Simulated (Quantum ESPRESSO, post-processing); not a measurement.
# InP/In(1-x)Ga(x)P (110) interfaces, on the lattice of InP: a series in the share x of Ga, part 2 of 2

Wanted: a table for InP/In(1-x)Ga(x)P (110) interfaces, on the lattice of InP against the share x of Ga, and what can be fitted to it.

Quantum ESPRESSO 7.5; plane-wave DFT, LDA, GBRV ultrasoft pseudopotentials.

So far. Step 5 (Relaxing cell and ions, 0.25):  The last row is no step: it is a fresh SCF in the final cell with a new plane-wave basis, +6 meV from the row before. Step 11 (Variable-cell relaxation, 0.5):  The last row is no step: it is a fresh SCF in the final cell with a new plane-wave basis, +10 meV from the row before.

### Step 13. SCF with pw.x, 0.5

System of this step: InP/In(1-x)Ga(x)P (110) superlattice, x = 2/4. The cell holds 32 atoms: 12 In, 16 P and 4 Ga. Its edges and angles: a = 5.819 Å, b = 4.115 Å, c = 32.011 Å, α = 90.0°, β = 90.0°, γ = 90.0°. The structure's axis is c.

m1.scf.in reads:

```
&control
  prefix = 'm1.scf'
  outdir = './out'
  pseudo_dir = './pseudo'
  calculation = 'scf'
  tprnfor = .true.
/
&system
  ibrav = 0
  nat = 32
  ntyp = 3
  ecutwfc = 40
  ecutrho = 200
  occupations = 'smearing'
  smearing = 'fd'
  degauss = 0.002
/
&electrons
  conv_thr = 1e-08
  mixing_beta = 0.4
  electron_maxstep = 160
  mixing_mode = 'TF'
  mixing_ndim = 12
/
ATOMIC_SPECIES
  In  114.8180  in_lda_v1.4.uspp.F.UPF
  P   30.9738  p_lda_v1.5.uspp.F.UPF
  Ga  69.7230  ga_lda_v1.4.uspp.F.UPF
CELL_PARAMETERS angstrom
  5.81914342700000 0.00000000000000 0.00000000000000
  0.00000000000000 4.11539460300000 0.00000000000000
  0.00000000000000 0.00000000000000 32.01132469400000
ATOMIC_POSITIONS crystal
  In  0.000000218800 0.000000000000 0.000000000000
  P   0.250000197500 0.500000000000 0.000000000000
  In  0.499999993500 0.500000000000 0.064280429242
  P   0.750000001300 0.000000000000 0.064280296542
  In  -0.000000205100 0.000000000000 0.128560586553
  P   0.249999799400 0.500000000000 0.128560586553
  In  0.499999993500 0.500000000000 0.192840743864
  P   0.750000001300 0.000000000000 0.192840876564
[... 20 atom lines left out ...]
  Ga  0.002958947400 0.000000000000 0.878560586553
  P   0.225561115900 0.500000000000 0.878560586553
  In  0.504526151900 0.500000000000 0.939280406579
  P   0.766955476800 0.000000000000 0.939280247785
K_POINTS automatic
  4 6 1 0 0 0
```

Run with:

```
> OMP_NUM_THREADS=1 mpirun -n 4 pw.x -nk 2 -in m1.scf.in > m1.scf.out
```

Wall time 33 min (4 MPI ranks of Arm Neoverse V1, shared host); peak memory 2.5 GiB; 2.2 h of CPU time.

Read from the output:

| Quantity | Value |
| --- | --- |
| free energy | -47711.5866 eV |
| Fermi energy | 7.245 eV |

### Step 14. The line-up

Numbers from this step:

```
mean potential in the stack, first crystal                       : 2.339 eV
slope of the running mean in the stack, first crystal            : 0.001767 eV/Å
mean potential in the stack, second crystal                      : 2.604 eV
valence top over the bulk's mean potential, second crystal       : 4.493 eV
conduction bottom over the bulk's mean potential, second crystal : 4.799 eV
slope of the running mean in the stack, second crystal           : -0.001681 eV/Å
period along the stack, second crystal                           : 7.775 Å
```

### Step 15. Variable-cell relaxation, 0.75

System of this step: In(1-x)Ga(x)P, x = 3/4, ordered (110) cell. It takes space group Pmm2 (No. 25, orthorhombic). The conventional cell has a = 4.115 Å, b = 8.231 Å, c = 5.819 Å, α = 90.00°, β = 90.00°, γ = 90.00°. Nearest to Ga lie 4 P at 2.52 Å. P has 3 Ga at 2.52 Å and 1 In at 2.52 Å nearest. Nearest to P lie 4 Ga at 2.52 Å. In has 4 P at 2.52 Å nearest. Nearest to P lie 2 In at 2.52 Å and 2 Ga at 2.52 Å. Farther neighbours are not listed.

m2.relax.in reads:

```
&control
  prefix = 'm2.relax'
  outdir = './out'
  pseudo_dir = './pseudo'
  nstep = 70
  forc_conv_thr = 0.0004
  calculation = 'vc-relax'
/
&system
  ibrav = 0
  nat = 8
  ntyp = 3
  ecutwfc = 48
  ecutrho = 240
  occupations = 'smearing'
  smearing = 'fd'
  degauss = 0.002
/
&electrons
  conv_thr = 1e-09
  mixing_beta = 0.4
  electron_maxstep = 120
/
&ions
/
&cell
  cell_dofree = 'z'
  press_conv_thr = 0.4
/
ATOMIC_SPECIES
  Ga  69.7230  ga_lda_v1.4.uspp.F.UPF
  P   30.9738  p_lda_v1.5.uspp.F.UPF
  In  114.8180  in_lda_v1.4.uspp.F.UPF
CELL_PARAMETERS angstrom
  5.81914342700000 0.00000000000000 0.00000000000000
  0.00000000000000 4.11539460300000 0.00000000000000
  0.00000000000000 0.00000000000000 8.23078935800000
ATOMIC_POSITIONS crystal
  Ga  0.000000000000 0.000000000000 0.000000000000
  P   0.250000000000 0.500000000000 0.000000000000
  Ga  0.500000000000 0.500000000000 0.250000000000
  P   0.750000000000 0.000000000000 0.250000000000
  Ga  0.000000000000 0.000000000000 0.500000000000
  P   0.250000000000 0.500000000000 0.500000000000
  In  0.500000000000 0.500000000000 0.750000000000
  P   0.750000000000 0.000000000000 0.750000000000
K_POINTS automatic
  3 4 2 0 0 0
```

Run with:

```
> OMP_NUM_THREADS=1 mpirun -n 4 pw.x -nk 2 -in m2.relax.in > m2.relax.out
```

The job ended after 11 min (4 MPI ranks; peak memory 0.66 GiB; 45 min of CPU time).

Step by step:

```tsv
step	energy less that of the first step (eV)	largest force (eV/Å)	volume (Å³)
1	0.0000	1.1981	197.11
2	-0.2263	0.9652	194.07
3	-0.4258	0.7186	190.73
4	-0.6179	0.4311	185.72
5	-0.6718	0.3575	181.52
6	-0.6807	0.2764	181.75
7	-0.6867	0.2078	181.77
8	-0.6919	0.1288	181.82
9	-0.6943	0.0934	181.86
10	-0.6954	0.0959	181.89
11	-0.6967	0.0784	181.92
12	-0.6974	0.0379	181.95
13	-0.6976	0.0384	181.96
14	-0.6977	0.0311	181.97
15	-0.6978	0.0216	181.99
16	-0.6979	0.0147	181.99
17	-0.6979	0.0090	181.98
18	-0.6857	0.0090	181.98
```

```tsv
cell as run	before	after	change
a (Å)	5.819	5.819	+0.0 %
b (Å)	4.115	4.115	+0.0 %
c (Å)	8.231	7.599	-7.7 %
volume (Å³/atom)	24.64	22.75	-7.7 %
```

The atoms that moved most (Å, as changes of fractional coordinates times the final cell):

```tsv
atom	dx	dy	dz	length
P8	0.147	0.000	0.000	0.147
P6	-0.083	0.000	-0.087	0.120
P2	-0.083	0.000	0.087	0.120
P4	-0.072	0.000	0.000	0.072
Ga5	0.020	0.000	-0.063	0.066
Ga1	0.020	0.000	0.063	0.066
In7	0.055	0.000	0.000	0.055
Ga3	-0.006	0.000	0.000	0.006
```

 The last row is no step: it is a fresh SCF in the final cell with a new plane-wave basis, +12 meV from the row before.

This step gave:

- free energy: -19598.0139 eV
- energy at zero smearing: -19598.0138 eV
- Fermi energy: 7.044 eV

### Step 16. Ground state, 0.75

m2.bulk.in reads:

```
&control
  prefix = 'm2.bulk'
  outdir = './out'
  pseudo_dir = './pseudo'
  calculation = 'scf'
  tprnfor = .true.
/
&system
  ibrav = 0
  nat = 8
  ntyp = 3
  ecutwfc = 40
  ecutrho = 200
  occupations = 'smearing'
  smearing = 'fd'
  degauss = 0.002
  nbnd = 49
/
&electrons
  conv_thr = 1e-09
  mixing_beta = 0.4
  electron_maxstep = 120
/
ATOMIC_SPECIES
  Ga  69.7230  ga_lda_v1.4.uspp.F.UPF
  P   30.9738  p_lda_v1.5.uspp.F.UPF
  In  114.8180  in_lda_v1.4.uspp.F.UPF
CELL_PARAMETERS angstrom
  5.81914342700000 0.00000000000000 0.00000000000000
  0.00000000000000 4.11539460300000 0.00000000000000
  0.00000000000000 0.00000000000000 7.59902064400000
ATOMIC_POSITIONS crystal
  Ga  0.003514172200 0.000000000000 0.008277292500
  P   0.235798360600 0.500000000000 0.011504544200
  Ga  0.498935012600 0.500000000000 0.250000000000
  P   0.737709282800 0.000000000000 0.250000000000
  Ga  0.003514172200 0.000000000000 0.491722707500
  P   0.235798360600 0.500000000000 0.488495455800
  In  0.509418797000 0.500000000000 0.750000000000
  P   0.775311842000 0.000000000000 0.750000000000
K_POINTS automatic
  6 8 4 0 0 0
```

Run with:

```
> OMP_NUM_THREADS=1 mpirun -n 4 pw.x -nk 4 -in m2.bulk.in > m2.bulk.out
```

It took 2.5 min on 4 MPI ranks; peak memory 0.75 GiB; 9.9 min of CPU time.

Numbers from this step:

| Item | Value |
| --- | --- |
| free energy | -19598.0845 eV |
| Fermi energy | 7.032 eV |
| valence top, on the run's zero | 6.894 eV |
| conduction bottom, on the run's zero | 7.164 eV |
| gap by band count | 0.2694 eV |

### Step 17. SCF with pw.x, 0.75

System of this step: InP/In(1-x)Ga(x)P (110) superlattice, x = 3/4. The cell holds 32 atoms: 10 In, 16 P and 6 Ga. Its edges and angles: a = 5.819 Å, b = 4.115 Å, c = 31.660 Å, α = 90.0°, β = 90.0°, γ = 90.0°. The structure's axis is c.

m2.scf.in reads:

```
&control
  prefix = 'm2.scf'
  outdir = './out'
  pseudo_dir = './pseudo'
  calculation = 'scf'
  tprnfor = .true.
/
&system
  ibrav = 0
  nat = 32
  ntyp = 3
  ecutwfc = 40
  ecutrho = 200
  occupations = 'smearing'
  smearing = 'fd'
  degauss = 0.002
/
&electrons
  conv_thr = 1e-08
  mixing_beta = 0.4
  electron_maxstep = 160
  mixing_mode = 'TF'
  mixing_ndim = 12
/
ATOMIC_SPECIES
  In  114.8180  in_lda_v1.4.uspp.F.UPF
  P   30.9738  p_lda_v1.5.uspp.F.UPF
  Ga  69.7230  ga_lda_v1.4.uspp.F.UPF
CELL_PARAMETERS angstrom
  5.81914342700000 0.00000000000000 0.00000000000000
  0.00000000000000 4.11539460300000 0.00000000000000
  0.00000000000000 0.00000000000000 31.65962000400000
ATOMIC_POSITIONS crystal
  In  0.000000218800 0.000000000000 0.000000000000
  P   0.250000197500 0.500000000000 0.000000000000
  In  0.499999993500 0.500000000000 0.064994516412
  P   0.750000001300 0.000000000000 0.064994382237
  In  -0.000000205100 0.000000000000 0.129988757871
  P   0.249999799400 0.500000000000 0.129988757871
  In  0.499999993500 0.500000000000 0.194982999331
  P   0.750000001300 0.000000000000 0.194983133505
[... 20 atom lines left out ...]
  Ga  0.003514172200 0.000000000000 0.876015285254
  P   0.235798360600 0.500000000000 0.875240672283
  In  0.509418797000 0.500000000000 0.938007642627
  P   0.775311842000 0.000000000000 0.938007642627
K_POINTS automatic
  4 6 1 0 0 0
```

Run with:

```
> OMP_NUM_THREADS=1 mpirun -n 4 pw.x -nk 2 -in m2.scf.in > m2.scf.out
```

Wall time 42 min (4 MPI ranks); peak memory 2.6 GiB.

Numbers from this step:

| Quantity | Value |
| --- | --- |
| free energy | -55381.6312 eV |
| Fermi energy | 7.155 eV |

### Step 18. The line-up

This step gave:

```
mean potential in the stack, first crystal                       : 2.265 eV
slope of the running mean in the stack, first crystal            : 0.001126 eV/Å
mean potential in the stack, second crystal                      : 2.764 eV
valence top over the bulk's mean potential, second crystal       : 4.254 eV
conduction bottom over the bulk's mean potential, second crystal : 4.524 eV
slope of the running mean in the stack, second crystal           : -6.15e-4 eV/Å
period along the stack, second crystal                           : 7.599 Å
```

### Step 19. Relaxing cell and ions, 1

System of this step: In(1-x)Ga(x)P, x = 4/4, ordered (110) cell. Symmetry: F-43m, No. 216, cubic system. The conventional cell has a = 5.820 Å, b = 5.820 Å, c = 5.820 Å, α = 90.00°, β = 90.00°, γ = 90.00°. Nearest to Ga lie 4 P at 2.52 Å. P has 4 Ga at 2.52 Å nearest. Farther neighbours are not listed.

m3.relax.in reads:

```
&control
  prefix = 'm3.relax'
  outdir = './out'
  pseudo_dir = './pseudo'
  nstep = 70
  forc_conv_thr = 0.0004
  calculation = 'vc-relax'
/
&system
  ibrav = 0
  nat = 8
  ntyp = 2
  ecutwfc = 48
  ecutrho = 240
  occupations = 'smearing'
  smearing = 'fd'
  degauss = 0.002
/
&electrons
  conv_thr = 1e-09
  mixing_beta = 0.4
  electron_maxstep = 120
/
&ions
/
&cell
  cell_dofree = 'z'
  press_conv_thr = 0.4
/
ATOMIC_SPECIES
  Ga  69.7230  ga_lda_v1.4.uspp.F.UPF
  P   30.9738  p_lda_v1.5.uspp.F.UPF
CELL_PARAMETERS angstrom
  5.81914342700000 0.00000000000000 0.00000000000000
  0.00000000000000 4.11539460300000 0.00000000000000
  0.00000000000000 0.00000000000000 8.23078935800000
ATOMIC_POSITIONS crystal
  Ga  0.000000000000 0.000000000000 0.000000000000
  P   0.250000000000 0.500000000000 0.000000000000
  Ga  0.500000000000 0.500000000000 0.250000000000
  P   0.750000000000 0.000000000000 0.250000000000
  Ga  0.000000000000 0.000000000000 0.500000000000
  P   0.250000000000 0.500000000000 0.500000000000
  Ga  0.500000000000 0.500000000000 0.750000000000
  P   0.750000000000 0.000000000000 0.750000000000
K_POINTS automatic
  3 4 2 0 0 0
```

Run with:

```
> OMP_NUM_THREADS=1 mpirun -n 4 pw.x -nk 2 -in m3.relax.in > m3.relax.out
```

Run time: 5.8 min. Hardware: 4 MPI ranks; peak memory 0.66 GiB; 23 min of CPU time.

The steps of the relaxation:

```tsv
step	energy less that of the first step (eV)	largest force (eV/Å)	volume (Å³)
1	0.0000	0.0001	197.11
2	-0.2791	0.0268	193.11
3	-0.5276	0.0714	188.70
4	-0.7553	0.1681	182.09
5	-0.7968	0.2062	177.64
6	-0.8031	0.1367	178.05
7	-0.8081	0.0118	178.01
8	-0.8082	0.0000	177.89
9	-0.7932	0.0001	177.89
```

```tsv
cell as run	before	after	change
a (Å)	5.819	5.819	+0.0 %
b (Å)	4.115	4.115	+0.0 %
c (Å)	8.231	7.428	-9.7 %
volume (Å³/atom)	24.64	22.24	-9.7 %
```

The atoms that moved most (Å, as changes of fractional coordinates times the final cell):

```tsv
atom	dx	dy	dz	length
P6	-0.024	0.000	0.000	0.024
Ga1	0.024	0.000	0.000	0.024
Ga7	0.024	0.000	0.000	0.024
Ga3	0.024	0.000	0.000	0.024
P8	-0.024	0.000	0.000	0.024
P4	-0.024	0.000	0.000	0.024
Ga5	0.024	0.000	0.000	0.024
P2	-0.024	0.000	0.000	0.024
```

 The last row is no step: it is a fresh SCF in the final cell with a new plane-wave basis, +15 meV from the row before.

Read from the output:

* free energy: -23432.9301 eV
* energy at zero smearing: -23432.9297 eV
* Fermi energy: 6.849 eV

### Step 20. Ground state, 1

m3.bulk.in reads:

```
&control
  prefix = 'm3.bulk'
  outdir = './out'
  pseudo_dir = './pseudo'
  calculation = 'scf'
  tprnfor = .true.
/
&system
  ibrav = 0
  nat = 8
  ntyp = 2
  ecutwfc = 40
  ecutrho = 200
  occupations = 'smearing'
  smearing = 'fd'
  degauss = 0.002
  nbnd = 52
/
&electrons
  conv_thr = 1e-09
  mixing_beta = 0.4
  electron_maxstep = 120
/
ATOMIC_SPECIES
  Ga  69.7230  ga_lda_v1.4.uspp.F.UPF
  P   30.9738  p_lda_v1.5.uspp.F.UPF
CELL_PARAMETERS angstrom
  5.81914342700000 0.00000000000000 0.00000000000000
  0.00000000000000 4.11539460300000 0.00000000000000
  0.00000000000000 0.00000000000000 7.42832182000000
ATOMIC_POSITIONS crystal
  Ga  0.004087599700 0.000000000000 0.000000000000
  P   0.245912747800 0.500000000000 0.000000000000
  Ga  0.504087575600 0.500000000000 0.249999504400
  P   0.745912426700 0.000000000000 0.250000042600
  Ga  0.004087550700 0.000000000000 0.500000000000
  P   0.245912097100 0.500000000000 0.500000000000
  Ga  0.504087575600 0.500000000000 0.750000495600
  P   0.745912426700 0.000000000000 0.749999957400
K_POINTS automatic
  6 8 4 0 0 0
```

Run with:

```
> OMP_NUM_THREADS=1 mpirun -n 4 pw.x -nk 4 -in m3.bulk.in > m3.bulk.out
```

Elapsed: 2.1 min, on 4 MPI ranks; peak memory 0.68 GiB; 8.4 min of CPU time.

This step gave:

```
free energy                          : -23433.0384 eV
energy at zero smearing              : -23433.0383 eV
Fermi energy                         : 6.838 eV
valence top, on the run's zero       : 6.746 eV
conduction bottom, on the run's zero : 6.922 eV
gap by band count                    : 0.1755 eV
```

### Step 21. Self-consistent run, 1

System of this step: InP/In(1-x)Ga(x)P (110) superlattice, x = 4/4. The cell holds 32 atoms: 8 In, 16 P and 8 Ga. Cell: a = 5.819 Å, b = 4.115 Å, c = 31.318 Å, α = 90.0°, β = 90.0°, γ = 90.0°. The structure's axis is c.

m3.scf.in reads:

```
&control
  prefix = 'm3.scf'
  outdir = './out'
  pseudo_dir = './pseudo'
  calculation = 'scf'
  tprnfor = .true.
/
&system
  ibrav = 0
  nat = 32
  ntyp = 3
  ecutwfc = 40
  ecutrho = 200
  occupations = 'smearing'
  smearing = 'fd'
  degauss = 0.002
/
&electrons
  conv_thr = 1e-08
  mixing_beta = 0.4
  electron_maxstep = 160
  mixing_mode = 'TF'
  mixing_ndim = 12
/
ATOMIC_SPECIES
  In  114.8180  in_lda_v1.4.uspp.F.UPF
  P   30.9738  p_lda_v1.5.uspp.F.UPF
  Ga  69.7230  ga_lda_v1.4.uspp.F.UPF
CELL_PARAMETERS angstrom
  5.81914342700000 0.00000000000000 0.00000000000000
  0.00000000000000 4.11539460300000 0.00000000000000
  0.00000000000000 0.00000000000000 31.31822235600000
ATOMIC_POSITIONS crystal
  In  0.000000218800 0.000000000000 0.000000000000
  P   0.250000197500 0.500000000000 0.000000000000
  In  0.499999993500 0.500000000000 0.065703016875
  P   0.750000001300 0.000000000000 0.065702881238
  In  -0.000000205100 0.000000000000 0.131405755800
  P   0.249999799400 0.500000000000 0.131405755800
  In  0.499999993500 0.500000000000 0.197108494725
  P   0.750000001300 0.000000000000 0.197108630362
[... 20 atom lines left out ...]
  Ga  0.004087550700 0.000000000000 0.881405755800
  P   0.245912097100 0.500000000000 0.881405755800
  Ga  0.504087575600 0.500000000000 0.940702995451
  P   0.745912426700 0.000000000000 0.940702867796
K_POINTS automatic
  4 6 1 0 0 0
```

Run with:

```
> OMP_NUM_THREADS=1 mpirun -n 4 pw.x -nk 2 -in m3.scf.in > m3.scf.out
```

Run time: 44 min. Hardware: 4 MPI ranks; peak memory 2.6 GiB; 3 h of CPU time.

This step gave:

- free energy: -63051.6159 eV
- Fermi energy: 7.053 eV

### Step 22. The line-up

Read from the output:

```
mean potential in the stack, first crystal                       : 2.199 eV
slope of the running mean in the stack, first crystal            : 0.002386 eV/Å
mean potential in the stack, second crystal                      : 2.920 eV
valence top over the bulk's mean potential, second crystal       : 4.025 eV
conduction bottom over the bulk's mean potential, second crystal : 4.200 eV
slope of the running mean in the stack, second crystal           : -0.002653 eV/Å
period along the stack, second crystal                           : 7.428 Å
```

### Step 23. The series side by side

The series in one table:

```tsv
the share x of Ga	valence offset (eV)	conduction offset (eV)	gap of the second crystal on the mesh (eV)	period of the second crystal (Å)
0.25	0.01861	-0.0767	0.4747	8.007
0.5	0.1305	-0.1333	0.3062	7.775
0.75	0.1257	-0.1749	0.2694	7.599
1	0.1182	-0.2764	0.1755	7.428
```

### Step 24. A check by hand

For the member at 1: valence offset = (4.025 + 2.920) − (4.628 + 2.199) = 0.118 eV, each valence top over its crystal's mean potential plus that mean in the stack.

A least-squares line through the valence offset has a slope of 0.118 eV per unit of the series and misses single members by up to 0.047 eV.

### Step 25. Outcome

```json
{
  "valence offset, at 0.25 and at 1": "0.02, 0.12 eV",
  "conduction offset, at 0.25 and at 1": "-0.08, -0.28 eV",
  "gap of the second crystal on the mesh, at 0.25 and at 1": "0.47, 0.18 eV",
  "period of the second crystal, at 0.25 and at 1": "8.01, 7.43 Å"
}
```

The series holds 4 members (LDA, GBRV ultrasoft). From 0.25 to 1 the valence offset goes from 0.02 to 0.12 eV by way of 0.13 at 0.5. From 0.25 to 1 the conduction offset falls from -0.08 to -0.28 eV. From 0.25 to 1 the gap of the second crystal on the mesh falls from 0.47 to 0.18 eV. From 0.25 to 1 the period of the second crystal falls from 8.01 to 7.43 Å. Ordered cells stand for random alloys; interfaces are abrupt and unrelaxed; gaps of this level are too small; no spin-orbit coupling; edges are those of the mesh.

[Logs are printed without paths, hosts, clocks, repeated set-up lines and the standing remarks that a program may print on its own settings, such as how far it seeks lower states.]

[Hosts, paths, dates, database ids (printed as entryN), source tags and the programs' standing remarks are cut or masked in the printed files.]

[Maps of the electrostatic potential energy from Ansatz leave out the sawtooth potential of an applied field or a dipole correction, so their vacuum need not be flat; planar profiles and work functions include it.]
